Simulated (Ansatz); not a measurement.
## Rh under strain

Method: DFT r2SCAN, scalar-relativistic, plane waves, PAW in Ansatz. (500 eV cutoff, 20×20×14 k-mesh, Gaussian smearing of 0.10 eV, no spin polarisation)

Starting point, cell and atoms relaxed:

```
CELL_PARAMETERS angstrom
1.89997 1.89997 0.00000
-1.89997 1.89997 0.00000
0.00000 0.00000 3.79994
ATOMIC_POSITIONS crystal
Rh 0.00000 0.00000 0.00000
Rh 0.50000 0.50000 0.50000
```

Deformation: uniaxial strain along a, with the lengths of b and c and the atoms relaxed and the angles held, all within the symmetry that the strain leaves. Energies are extrapolated to zero smearing. On this cell's mesh the reference holds a stress of up to 0.17 GPa.

```
strain (%)  ΔE (meV/atom) a (Å) b (Å) c (Å)
      -2.0            7.6  2.633  2.691  3.833
      -1.0            1.7  2.660  2.688  3.817
      +0.0            0.0  2.687  2.687  3.800
      +1.0            1.9  2.714  2.684  3.786
      +2.0            7.1  2.741  2.681  3.771
```

Problem. What stiffness (1/V) d²E/dε² at zero strain does a cubic fit over all points give?

Solution. A cubic fit gives (1/V) d²E/dε² = 429 GPa at zero strain (Young's modulus along this axis, angles held).

Problem. How does the free axis b answer a small strain?

Solution. Between the innermost points its strain is -0.09 times the applied one.